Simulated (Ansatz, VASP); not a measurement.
## SnSe in VASP and in Ansatz

```
Sn Se
1.0
     4.25657    0.00000    0.00000
     0.00000    4.25657    0.00000
     0.00000    0.00000   10.91693
Sn Se
2 2
Direct
  0.00000 0.50000 0.62777
  0.50000 0.00000 0.37223
  0.00000 0.50000 0.38396
  0.50000 0.00000 0.61604
```

Change from the starting cell: volume scaled by 0.98.

Alike in both runs: task single point; functional LDA; k mesh 6 × 6 × 3; occupations fermi-dirac, width 0.05 eV; no spin polarisation.

|  | VASP | Ansatz |
| --- | --- | --- |
| version | VASP 6.6.1 | Ansatz 0.2.0 |
| potentials or method | VASP PAW LDA potentials, release 64 (Sn_d, Se), cutoff 520 eV | all-electron LAPW, scalar-relativistic |

VASP gave:

```
gap on the k mesh at the Fermi level (eV) : 1.43
least direct gap on the mesh (eV)         : 1.43
rms of the force components (eV/Å)        : 0.050
```

Task: Estimate Ansatz's values.

Result: gap on the k mesh at the Fermi level (eV): 1.45; least direct gap on the mesh (eV): 1.45; rms of the force components (eV/Å): 0.053.

Atom by atom the forces differ by 0.014 eV/Å (rms over components). Ansatz ran all-electron here, so the differences hold the error of VASP's frozen core and of both bases.

Caveats: spin-orbit coupling is left out, which moves the levels of the heavy elements.
